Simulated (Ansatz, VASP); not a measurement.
**Ta: VASP beside Ansatz**

Contents of INCAR:

```
SYSTEM = Ta
PREC = Accurate
ENCUT = 520
EDIFF = 1E-6
ISMEAR = 0
SIGMA = 0.15
LREAL = .FALSE.
LASPH = .TRUE.
NELM = 100
ALGO = Fast
ISIF = 2
LWAVE = .FALSE.
LCHARG = .FALSE.
GGA = PE
NBANDS = 12
```

File KPOINTS:

```
regular mesh
0
G
  20 20 20
  0 0 0
```

The input POSCAR:

```
Ta
1.0
   -1.6464725126      1.6464725126      1.5509771068
    1.6464725126     -1.6464725126      1.5509771068
    1.6464725126      1.6464725126     -1.5509771068
Ta
1
Direct
    0.0000000000      0.0000000000      0.0000000000
```

Input for Ansatz:

```yaml
crystal:
  lattice:
    - [-1.6464725126, 1.6464725126, 1.5509771068]
    - [1.6464725126, -1.6464725126, 1.5509771068]
    - [1.6464725126, 1.6464725126, -1.5509771068]
  atoms:
    - { symbol: Ta, position: [0.0, 0.0, 0.0] }
basis:
  ecutwfc: 420
kpoints:
  mp_grid: { grid: [20, 20, 20] }
hamiltonian:
  xc: pbe
  pseudopotentials: { kind: paw, azcp: { folder: soft_1 } }
scf:
  occupations: { method: gaussian, width: 0.15 }
output:
  forces: true
  stress: true
  eigenvalues: true
```

Alike in both runs: task single point; functional PBE; k mesh 20 × 20 × 20; occupations gaussian, width 0.15 eV; no spin polarisation.

|  | VASP | Ansatz |
| --- | --- | --- |
| version | VASP 6.6.1 | Ansatz 0.2.0 |
| potentials or method | VASP PAW PBE potentials, release 64 (Ta_pv) | scalar-relativistic, plane waves, PAW |
| plane-wave cutoff (eV) | 520 | 420 |
| valence electrons in the cell | 11 | 13 |

Ansatz gave:

```
gap on the k mesh at the Fermi level (eV)       : none
pressure (GPa)                                  : 19.5
largest component of the traceless stress (GPa) : 5.09
```

Problem. Which values does VASP return?

Solution. gap on the k mesh at the Fermi level (eV): none; pressure (GPa): 19.8; largest component of the traceless stress (GPa): 5.09.

A gap of «none» marks a metal or a gap that the smearing closes. The two sets of potentials don't hold the same shells in valence.

Caveats: so large a pressure means that the cell lies far from this level's equilibrium, or that cutoff or potentials fall short (VASP). Spin-orbit coupling is left out, which matters for the levels of Ta.
